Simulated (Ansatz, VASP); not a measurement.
**CoO in VASP and in Ansatz**

The input INCAR:

```
PREC     = Accurate       # precision mode
ENCUT    = 520            # plane-wave cutoff, eV
EDIFF    = 1E-7           # SCF threshold, eV
ISMEAR   = -1             # smearing method
SIGMA    = 0.05           # smearing width, eV
LREAL    = F              # projectors in reciprocal space
LASPH    = T              # aspherical terms in the spheres
NELM     = 150            # most SCF steps
ALGO     = Normal         # electronic algorithm
ISIF     = 2              # what is computed and relaxed
LWAVE    = F              # write WAVECAR
LCHARG   = T              # write CHGCAR
ISPIN    = 2              # spin polarisation
MAGMOM   = 2 0            # initial moments
LORBIT   = 11             # projections on sites
LMAXMIX  = 4              # l up to which the mixer works
GGA      = PE             # functional
LELF     = T              # ELF
LVHAR    = T            
NBANDS   = 18             # bands
```

KPOINTS

```
regular mesh
0
Gamma
  11 11 11
```

Contents of POSCAR:

```
CoO
1.0
    1.5054695445      0.8691832468      2.4399269062
   -1.5054695445      0.8691832468      2.4399269062
    0.0000000000     -1.7383664936      2.4399269062
Co O
1 1
Direct
    0.0000000000      0.0000000000      0.0000000000
    0.5000000000      0.5000000000      0.5000000000
```

The input input.yaml:

```yaml
crystal:
  lattice:
    - [1.5054695445, 0.8691832468, 2.4399269062]
    - [-1.5054695445, 0.8691832468, 2.4399269062]
    - [0.0, -1.7383664936, 2.4399269062]
  atoms:
    - { symbol: Co, position: [0.0, 0.0, 0.0], spin: 2.0 }
    - { symbol: O, position: [0.5, 0.5, 0.5] }
hamiltonian:
  xc: pbe
  pseudopotentials: { kind: paw }
magnetization:
  spin_polarized: true
kpoints:
  mp_grid: { grid: [11, 11, 11] }
  band_path:
    path:
      - [[0.0, 0.0, 0.0], [0.5, 0.0, 0.0], [0.5, 0.2512681158, -0.2512681158]]
      - [[0.7487318842, 0.5, 0.2512681158], [0.5, 0.5, 0.5], [0.0, 0.0, 0.0], [0.3756340579, 0.0, -0.3756340579]]
      - [[0.6243659421, 0.3756340579, 0.0], [0.5, 0.5, 0.0], [0.6243659421, 0.6243659421, 0.2512681158], [0.5, 0.5, 0.5]]
      - [[0.5, 0.0, 0.0], [0.7487318842, 0.3756340579, 0.3756340579]]
    npoints: 14
scf:
  occupations: { method: fermi_dirac, width: 0.05 }
  n_extra_bands: 6
output:
  forces: true
  stress: true
  eigenvalues: true
  fatbands: true
```

The cell is a database's computed one.

Alike in both runs: functional PBE; k mesh 11 × 11 × 11; occupations fermi-dirac, width 0.05 eV; collinear spin.

```csv
,VASP,Ansatz
version,VASP 6.6.1,Ansatz 0.2.0
potentials or method,"VASP PAW PBE potentials, release 64 (Co, O)",Ansatz PAW
plane-wave cutoff (eV),520,420
valence electrons in the cell,15,23
task,single point,band structure
```

VASP gave:

| Quantity | Value |
| --- | --- |
| gap on the k mesh at the Fermi level (eV) | none |
| pressure (GPa) | -0.6 |
| largest component of the traceless stress (GPa) | 0.27 |
| net moment per atom (μB) | 1.44 |
| size of the moment on the site where the two differ most (μB) | 2.54 |

**Question.** Estimate Ansatz's values.

**Answer.** gap on the k mesh at the Fermi level (eV): none; pressure (GPa): 0.0; largest component of the traceless stress (GPa): 0.30; net moment per atom (μB): 1.45; size of the moment on the site where the two differ most (μB): 2.47.

Site moments also hang on the region over which each program counts them. A gap of «none» marks a metal or a gap that the smearing closes. The functional is the same, so the differences come from potentials, cutoffs and numerics. The two sets of potentials don't hold the same shells in valence.

Caveats: a cell with one magnetic atom can't hold antiferromagnetic order, which such compounds often take; semilocal functionals often make such compounds metallic where correlation or magnetic order opens a gap, which also shifts bond lengths; the pressure holds a Pulay correction of +0.7 GPa for the finite cutoff (Ansatz).
